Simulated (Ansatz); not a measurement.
# GaP: what relativity and spin–orbit coupling change

```yaml
crystal:
  lattice:
    - [0.00000, 2.72525, 2.72525]
    - [2.72525, 0.00000, 2.72525]
    - [2.72525, 2.72525, 0.00000]
  atoms:
    - { symbol: Ga, position: [0.00000, 0.00000, 0.00000] }
    - { symbol: P, position: [0.75000, 0.75000, 0.75000] }
```

Atoms are numbered in the order listed.

The cell is COD entry 9008846, as deposited and not checked against the literature; nothing was relaxed.

One fixed cell is solved with PBE by all-electron LAPW in Ansatz 0.2.0 under different relativistic treatments. Pressure is positive in compression.

Sampling and basis: a Γ-centred 10×10×10 k mesh, Fermi–Dirac smearing of 0.05 eV, basis error target 0.5 meV/atom, no spin polarisation.

| setting | P (GPa) | gap over the k mesh and a high-symmetry path (eV) | lowest level at Γ above −25 eV, from the valence-band top or, without a gap, the Fermi level (eV) |
| --- | --- | --- | --- |
| scalar-relativistic | 2.48 | 1.60 | -14.52 |
| non-relativistic | 3.27 | 1.65 | ? |
| with spin–orbit coupling | 2.47 | 1.58 | ? |

(1) Fill in "lowest level at Γ above −25 eV, from the valence-band top or, without a gap, the Fermi level (eV)" for the row "non-relativistic".

(2) Give the missing entry: row "with spin–orbit coupling", column "lowest level at Γ above −25 eV, from the valence-band top or, without a gap, the Fermi level (eV)".

Results:

(1) -15.05.

(2) -14.79.
